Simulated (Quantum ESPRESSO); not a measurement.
## K in Quantum ESPRESSO: the effect of target pressure

K:

```
CELL_PARAMETERS angstrom
-2.69756 2.69756 2.69756
2.69756 -2.69756 2.69756
2.69756 2.69756 -2.69756
ATOMIC_POSITIONS crystal
K 0.00000 0.00000 0.00000
```

Alike in all runs:

```yaml
Program: Quantum ESPRESSO 7.5
Task: relaxation of cell and atoms
Functional: PBE
Potentials_or_basis: SSSP 1.3 efficiency PBE
Cutoff: 939 eV
Density_cutoff: 7510 eV
k_mesh: 7 × 7 × 7
Occupations: fermi-dirac, width 0.05 eV
Spin: no spin polarisation
```

Each run relaxes the cell or the atoms first.

| target pressure | relaxed volume (Å³/atom) |
| --- | --- |
| 0 GPa | 73.36 |
| 2 GPa | 53.86 |
| 5 GPa | 43.59 |
| 10 GPa | ? |
| 20 GPa | 27.76 |
| 30 GPa | 22.77 |

Problem. What does the run with target pressure 10 GPa give?

Solution. Relaxed volume 35.60 Å³/atom.

Worked out: A parabola through the other rows of the relaxed volume, of slope -2.14 Å³/atom per GPa there, gives 36.56 Å³/atom, against the run's 35.60.

Caveats: the volume moved by over 15 % at a fixed basis, so the end points are rough (some runs).
